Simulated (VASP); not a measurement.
A run of VASP 6.6.1 is set up as follows.

INCAR

```
ALGO = Normal
EDIFF = 1E-6
ENCUT = 520
GGA = CA
ISIF = 2
ISMEAR = 0
LASPH = True
LCHARG = False
LREAL = False
LWAVE = False
NBANDS = 16
NELM = 100
PREC = Accurate
SIGMA = 0.05
```

Contents of KPOINTS:

```
k-points
0
Gamma
  12 12 12
```

The input POSCAR:

```
ZnO
1.0
    0.0000000000      2.3567662462      1.8382776720
    2.3567662462      0.0000000000      1.8382776720
    2.3567662462      2.3567662462      0.0000000000
Zn O
1 1
Direct
    0.0000000000      0.0000000000      0.0000000000
    0.5000000000      0.5000000000      0.5000000000
```

Potentials or basis: VASP PAW LDA potentials, release 64 (Zn, O).

Launch:

```bash
$ cat potpaw_LDA.64/Zn/POTCAR potpaw_LDA.64/O/POTCAR > POTCAR
$ mpirun -np 1 vasp_std > vasp.out
```

(1) What does it give for the pressure?

(2) What does it give for the band gap on the k mesh?

## Answers

(1) 3.5 GPa.

(2) 0.94 eV, indirect (least direct gap 2.39 eV).
